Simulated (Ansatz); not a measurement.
# MgS: band gap under strain

Aim: follow the gap of rocksalt MgS through these states: no strain; -5.0 % equal strain in all directions; +5.0 % biaxial strain in x and y, free along z. The table at the end shows which levels were run.

The runs shown are made with Ansatz 0.2.0. PAW datasets, plane waves. Calculated at 0 K for a non-magnetic cell.

## Step 1: The cell

The unstrained cell was relaxed with r2SCAN; in each strained cell the atoms were relaxed again with r2SCAN. Names of k-points are those of the unstrained zone, where strain can split equivalent points. First state: no strain.

Space group Fm-3m (No. 225), cubic; conventional cell a = 5.203 Å, 17.61 Å³ an atom. Around Mg lie 6 S at 2.60 Å; around S lie 6 Mg at 2.60 Å.

Structure file:

```
CELL_PARAMETERS angstrom
0.00000 2.60152 2.60152
2.60152 0.00000 2.60152
2.60152 2.60152 0.00000
ATOMIC_POSITIONS crystal
Mg 0.00000 0.00000 0.00000
S 0.50000 0.50000 0.50000
```

## Step 2: No strain: PBE

Contents of input.yaml:

```yaml
crystal:
  lattice:
    - [0.0, 2.601517937, 2.601517937]
    - [2.601517937, 0.0, 2.601517937]
    - [2.601517937, 2.601517937, 0.0]
  atoms:
    - { symbol: Mg, position: [0.0, 0.0, 0.0] }
    - { symbol: S, position: [0.5, 0.5, 0.5] }
kpoints:
  mp_grid: { grid: [8, 8, 8] }
  band_path:
    path:
      - [0.0, 0.0, 0.0]
      - [0.5, 0.0, 0.5]
      - [0.625, 0.25, 0.625]
      - [0.375, 0.375, 0.75]
      - [0.5, 0.5, 0.5]
      - [0.5, 0.25, 0.75]
      - [0.0, 0.5, 0.5]
    npoints: 1
hamiltonian:
  xc: pbe
scf:
  occupations: { method: fermi_dirac, width: 0.02 }
  n_extra_bands: 4
output:
  forces: true
  stress: true
  eigenvalues: true
```

Run with:

```
ansatz run input.yaml --threads 4 --pin off --max-ram 4608MiB --backend cpu --events-out ev --progress --plain --runs-dir out
```

After this run come: No strain: r2SCAN; No strain: HSE06; No strain: G0W0@PBE; -5.0 % equal strain in all directions: PBE; -5.0 % equal strain in all directions: r2SCAN; -5.0 % equal strain in all directions: HSE06; -5.0 % equal strain in all directions: G0W0@PBE; +5.0 % biaxial strain in x and y, free along z: PBE; +5.0 % biaxial strain in x and y, free along z: r2SCAN; +5.0 % biaxial strain in x and y, free along z: HSE06; +5.0 % biaxial strain in x and y, free along z: G0W0@PBE.

Q: Predict the outcome of this session.

As calculated:

Least gap in eV (negative: overlap), with the change from the unstrained cell in brackets. G0W0 is on its own coarse mesh.

| state | volume change (%) | PBE | r2SCAN | HSE06 | G0W0 |
| --- | --- | --- | --- | --- | --- |
| no strain | +0.0 | 2.79 | 3.46 | 3.80 | 4.20 |
| -5.0 % equal strain in all directions | -14.3 | 3.10 (+0.31) | 3.77 (+0.31) | 4.16 (+0.36) | 4.58 (+0.38) |
| +5.0 % biaxial strain in x and y, free along z | +7.4 | 2.37 (-0.42) | 3.03 (-0.43) | 3.35 (-0.45) | 3.73 (-0.47) |

What this shows: The largest move of the HSE06 gap in the table is -0.458 eV, under +5.0 % biaxial strain in x and y, free along z. PBE and HSE06 differ by 1.01 eV on the unstrained gap, and by at most 0.05 eV on its change: the two disagree on the size of the gap but agree on its response to strain. The G0W0 figures hold for the stated bands, cutoff and mesh and aren't extrapolated.
